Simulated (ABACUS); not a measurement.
# Ru (P6_3/mmc) in ABACUS: convergence with scf thr

Aim: find how far scf thr must go before the results for Ru settle, at RPBE. This setting moves, with any that are tied to it; all else stays.

Program: ABACUS 3.10.1. These are calculated values, not measurements. Logs are shortened: lines on timing, memory, paths and dates and some standing lists are left out, and cuts for length are marked.

## (1) The structure

Symmetry: P6_3/mmc, No. 194, hexagonal system. The conventional cell has a = 2.706 Å, b = 2.706 Å, c = 4.282 Å, α = 90.00°, β = 90.00°, γ = 120.00°. Ru (site symmetry -6m2) has 12 Ru at 2.65 to 2.71 Å as nearest neighbours.

## (2) With scf thr 0.01

File INPUT:

```
INPUT_PARAMETERS
suffix              Ru
calculation         scf
basis_type          lcao
pseudo_dir          ./
orbital_dir         ./
symmetry            1
dft_functional      GGA_X_RPBE+GGA_C_PBE
ecutwfc             100
pseudo_rcut         7
nspin               1
nbands              20
ks_solver           genelpa
smearing_method     mp
smearing_sigma      0.00734986
scf_thr             0.01
scf_nmax            100
mixing_type         broyden
mixing_beta         0.7
cal_force           1
cal_stress          1
out_mul             1
```

File STRU:

```
ATOMIC_SPECIES
Ru 101.0700 Ru.upf

NUMERICAL_ORBITAL
Ru_confined-atom_7au_3s2p2d1f.orb

LATTICE_CONSTANT
1.8897261246

LATTICE_VECTORS
2.7058000000 0.0000000000 0.0000000000
-1.3529000000 2.3432915376 0.0000000000
0.0000000000 0.0000000000 4.2819000000

ATOMIC_POSITIONS
Direct

Ru
0.0
2
0.6666666667 0.3333333333 0.7500000000 1 1 1
0.3333333333 0.6666666667 0.2500000000 1 1 1
```

File KPT:

```
K_POINTS
0
Gamma
10 10 6 0 0 0
```

Potentials or basis: PseudoDojo NC SR 0.5 PBE standard, DZP LCAO (the cutoffs set its grid).

Started as:

```bash
$ OMP_NUM_THREADS=1 mpirun -np 4 abacus > log
```

running log:

```text
ABACUS v3.10.1

               Atomic-orbital Based Ab-initio Computation at UStc

 ------------------------------------------------------------------------------------

 READING GENERAL INFORMATION
                           global_out_dir = OUT.Ru/
                           global_in_card = INPUT
                               pseudo_dir = ./
                              orbital_dir = ./
                                    DSIZE = 4
                                    GSIZE = 1

 READING UNITCELL INFORMATION
                                    ntype = 1
                  lattice constant (Bohr) = 1.88973
              lattice constant (Angstrom) = 1

 READING ATOM TYPE 1
                               atom label = Ru
                      L=0, number of zeta = 3
                      L=1, number of zeta = 2
                      L=2, number of zeta = 2
                      L=3, number of zeta = 1
             number of atom for this type = 2

                        TOTAL ATOM NUMBER = 2
DIRECT COORDINATES
    atom                   x                   y                   z     mag                  vx                  vy                  vz
taud_Ru1            0.6666666667        0.3333333333        0.7500000000  0.0000        0.0000000000        0.0000000000        0.0000000000
taud_Ru2            0.3333333333        0.6666666667        0.2500000000  0.0000        0.0000000000        0.0000000000        0.0000000000

                          Volume (Bohr^3) = 183.213
                             Volume (A^3) = 27.1493

 Lattice vectors: (Cartesian coordinate: in unit of a_0)
[... 239 lines left out ...]
----------------------------------------------------------
 E_KohnSham     -404.3087509677      -5500.9027644243
 E_Harris       -410.5825745542      -5586.2625134468
 E_Fermi        1.8404418794         25.0404963978
----------------------------------------------------------
[... 14 lines left out ...]
 Density error is 0.00479675736452
----------------------------------------------------------
     Energy           Rydberg                 eV
----------------------------------------------------------
 E_KohnSham     -404.3850036261      -5501.9402350658
 E_KS(sigma->0) -404.3849759562      -5501.9398585978
 E_Harris       -404.5073353054      -5503.6046429505
 E_band         -7.2178505113        -98.2038942663
 E_one_elec     -64.8078870540       -881.7565392750
 E_Hartree      56.7813380178        772.5497371067
 E_xc           -68.3739586913       -930.2754330177
 E_Ewald        -327.9844128891      -4462.4568704760
 E_entropy(-TS) -0.0000830096        -0.0011294039
 E_descf        0.0000000000         0.0000000000
 E_exx          0.0000000000         0.0000000000
 E_Fermi        1.7516733792         23.8327389919
----------------------------------------------------------

 charge density convergence is achieved
 final etot is -5501.9402351 eV
 EFERMI = 23.832738992 eV

 STATE ENERGY(eV) AND OCCUPATIONS    NSPIN == 1
 1/56 kpoint (Cartesian) = 0.0000 0.0000 0.0000 (769 pws)
       1       -49.4083     0.00333333
       2       -49.2049     0.00333333
       3       -19.8877     0.00333333
       4       -18.9535     0.00333333
       5       -18.9535     0.00333333
       6       -18.7838     0.00333333
[... 122 lines left out ...]
      19        27.8530   -1.56948e-88
      20        29.9403   -2.38431e-88

[... levels at 50 further k points ...]

 correction force for each atom along direction 1 is -1.01551e-14
 correction force for each atom along direction 2 is -6.65015e-14
 correction force for each atom along direction 3 is 3.15747e-14
------------------------------------------------------------------------------------------
 TOTAL-FORCE (eV/Angstrom)
------------------------------------------------------------------------------------------
                       Ru1         0.0000000000         0.0000000000         0.0000000000
                       Ru2         0.0000000000         0.0000000000         0.0000000000
------------------------------------------------------------------------------------------

----------------------------------------------------------------
 TOTAL-STRESS (KBAR)
----------------------------------------------------------------
       120.6464083631         0.0000000000         0.0000000000
         0.0000000000       120.6464083589        -0.0000000000
         0.0000000000         0.0000000000        76.2011081075
----------------------------------------------------------------
 TOTAL-PRESSURE: 105.831308 KBAR

 --------------------------------------------
 !FINAL_ETOT_IS -5501.9402350657928764 eV
 --------------------------------------------
```

stdout:

```text
ABACUS v3.10.1

               Atomic-orbital Based Ab-initio Computation at UStc

 dft_functional readin is: GGA_X_RPBE+GGA_C_PBE
 dft_functional in pseudopot file is: PBE
 Please make sure this is what you need

[... 30 lines left out ...]
 GE3     -5.50194024e+03  -1.00287869e-01   4.7968e-03   1.55
----------------------------------------------------------------
 TOTAL-STRESS (KBAR)
----------------------------------------------------------------
       120.6464083631         0.0000000000         0.0000000000
         0.0000000000       120.6464083589        -0.0000000000
         0.0000000000         0.0000000000        76.2011081075
----------------------------------------------------------------
 TOTAL-PRESSURE: 105.831308 KBAR
```

It took 7.5 s on 4 MPI ranks of AMD EPYC, shared host; peak memory 0.4 GiB.

Results:

```
Free energy            : -5501.9402 eV
Pressure               : 10.6 GPa
Band gap on the k mesh : none (metal or under the smearing width)
```

## (3) With scf thr 0.001

INPUT: that of step 2 with these lines changed.

```diff
@@ -15,3 +15,3 @@
 smearing_sigma      0.00734986
-scf_thr             0.01
+scf_thr             0.001
 scf_nmax            100
```

STRU is that of step 2.

KPT is that of step 2.

Potentials or basis: PseudoDojo NC SR 0.5 PBE standard, DZP LCAO (the cutoffs set its grid).

Started as:

```bash
$ OMP_NUM_THREADS=1 mpirun -np 4 abacus > log
```

Run time: 9.1 s. Hardware: 4 MPI ranks of AMD EPYC, shared host; peak memory 0.4 GiB.

What came out:

```yaml
Free_energy: -5501.9405 eV
Pressure: 10.5 GPa
Band_gap_on_the_k_mesh: none (metal or under the smearing width)
```

## (4) With scf thr 0.0001

INPUT: that of step 3 with these lines changed.

```diff
@@ -15,3 +15,3 @@
 smearing_sigma      0.00734986
-scf_thr             0.001
+scf_thr             0.0001
 scf_nmax            100
```

STRU is that of step 3.

KPT is that of step 3.

Started as:

```bash
$ OMP_NUM_THREADS=1 mpirun -np 4 abacus > log
```

Wall time 10 s (4 MPI ranks of AMD EPYC, shared host); peak memory 0.4 GiB.

Results:

```yaml
Free_energy: -5501.9406 eV
Pressure: 10.5 GPa
Band_gap_on_the_k_mesh: none (metal or under the smearing width)
```

## (5) With scf thr 1e-05

INPUT: that of step 4 with these lines changed.

```diff
@@ -15,3 +15,3 @@
 smearing_sigma      0.00734986
-scf_thr             0.0001
+scf_thr             1e-05
 scf_nmax            100
```

STRU is that of step 4.

KPT is that of step 4.

Started as:

```bash
$ OMP_NUM_THREADS=1 mpirun -np 4 abacus > log
```

Wall time 12 s (4 MPI ranks of AMD EPYC, shared host); peak memory 0.4 GiB.

Results:

| Property | Result |
| --- | --- |
| Free energy | -5501.9406 eV |
| Pressure | 10.5 GPa |
| Band gap on the k mesh | none (metal or under the smearing width) |

## (6) With scf thr 1e-06

INPUT: that of step 5 with these lines changed.

```diff
@@ -15,3 +15,3 @@
 smearing_sigma      0.00734986
-scf_thr             1e-05
+scf_thr             1e-06
 scf_nmax            100
```

STRU is that of step 5.

KPT is that of step 5.

Potentials or basis: PseudoDojo NC SR 0.5 PBE standard, DZP LCAO (the cutoffs set its grid).

Started as:

```bash
$ OMP_NUM_THREADS=1 mpirun -np 4 abacus > log
```

Run time: 13 s. Hardware: 4 MPI ranks of AMD EPYC, shared host; peak memory 0.4 GiB.

Results (log left out):

```
Free energy            : -5501.9406 eV
Pressure               : 10.5 GPa
Band gap on the k mesh : none (metal or under the smearing width)
```

## (7) With scf thr 1e-07

INPUT: that of step 6 with these lines changed.

```diff
@@ -15,3 +15,3 @@
 smearing_sigma      0.00734986
-scf_thr             1e-06
+scf_thr             1e-07
 scf_nmax            100
```

STRU is that of step 6.

KPT is that of step 6.

Started as:

```bash
$ OMP_NUM_THREADS=1 mpirun -np 4 abacus > log
```

Wall time 14 s (4 MPI ranks of AMD EPYC, shared host); peak memory 0.4 GiB.

Results (log left out):

| Quantity | Value |
| --- | --- |
| Free energy | -5501.9406 eV |
| Pressure | 10.5 GPa |
| Band gap on the k mesh | none (metal or under the smearing width) |

## (8) With scf thr 1e-08

INPUT: that of step 7 with these lines changed.

```diff
@@ -15,3 +15,3 @@
 smearing_sigma      0.00734986
-scf_thr             1e-07
+scf_thr             1e-08
 scf_nmax            100
```

STRU is that of step 7.

KPT is that of step 7.

Started as:

```bash
$ OMP_NUM_THREADS=1 mpirun -np 4 abacus > log
```

Wall time 16 s (4 MPI ranks of AMD EPYC, shared host); peak memory 0.4 GiB.

Results (log left out):

```
Free energy            : -5501.9406 eV
Pressure               : 10.5 GPa
Band gap on the k mesh : none (metal or under the smearing width)
```

## (9) With scf thr 1e-10

INPUT: that of step 8 with these lines changed.

```diff
@@ -15,3 +15,3 @@
 smearing_sigma      0.00734986
-scf_thr             1e-08
+scf_thr             1e-10
 scf_nmax            100
```

STRU is that of step 8.

KPT is that of step 8.

Potentials or basis: PseudoDojo NC SR 0.5 PBE standard, DZP LCAO (the cutoffs set its grid).

Started as:

```bash
$ OMP_NUM_THREADS=1 mpirun -np 4 abacus > log
```

It took 18 s on 4 MPI ranks of AMD EPYC, shared host; peak memory 0.4 GiB.

The run converged. Its results:

| Quantity | Value |
| --- | --- |
| Free energy | -5501.9406 eV |
| Pressure | 10.5 GPa |
| Band gap on the k mesh | none (metal or under the smearing width) |

## (10) The series at a glance

```csv
scf thr,"energy less the tightest run, at zero smearing (meV/atom)",pressure (GPa),SCF cycles,CPU time (s)
0.01,0.17,10.58,3,29
0.001,0.00,10.47,4,36
0.0001,0.00,10.49,5,40
1e-05,0.00,10.50,6,49
1e-06,0.00,10.50,7,53
1e-07,0.00,10.50,8,57
1e-08,0.00,10.50,9,63
1e-10,0.00,10.50,11,74
```

Against the tightest run, the energy stays within 1 meV/atom from 0.01 on; the pressure stays within 0.1 GPa from 0.01 on. The tightest run that finished is the yardstick and may itself not be fully converged.

Caveats: the atomic orbitals were generated for these runs and aren't a published set; the potentials were made for another functional, which shifts forces and pressure; the basis of atomic orbitals isn't converged, which shifts pressures, moduli and gaps.
